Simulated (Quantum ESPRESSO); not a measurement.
Runs of Quantum ESPRESSO 7.5 on BeTe. Symmetry: F-43m, No. 216, cubic system. The conventional cell has a = 5.540 Å, b = 5.540 Å, c = 5.540 Å, α = 90.00°, β = 90.00°, γ = 90.00°. Te (site symmetry -43m) is surrounded by 4 Be at 2.40 Å. Be (site symmetry -43m) has 4 Te at 2.40 Å as nearest neighbours. 

```tsv
cell	k mesh	k mesh of the self-consistent run	mesh quality	gap on the mesh (eV)
volume scaled by 0.88	4 × 4 × 4	8 × 8 × 8	coarse	1.39
volume scaled by 1.04	4 × 4 × 4	8 × 8 × 8	coarse	(a)
volume scaled by 1.08	4 × 4 × 4	8 × 8 × 8	coarse	(b)
volume scaled by 0.92	4 × 4 × 4	8 × 8 × 8	coarse	1.52
as given	4 × 4 × 4	8 × 8 × 8	coarse	1.75
as given	10 × 10 × 10	10 × 10 × 10	not flagged	1.75
volume scaled by 0.96	4 × 4 × 4	8 × 8 × 8	coarse	1.64
```

Alike in all rows: task single point; level PBEsol; potentials or basis PseudoDojo 0.4.1 SR PBEsol standard; no spin polarisation; cutoff (eV) 1197; smearing fixed.

Q: Fill in the values left out.

A: (a) 1.85; (b) 1.94.

Caveats: some runs use coarse meshes; spin-orbit coupling is left out, which moves the levels of the heavy elements.

A k mesh can miss the band edges, and the runs leave out spin-orbit coupling on Te.

Runs at the PBE level aren't shown here.
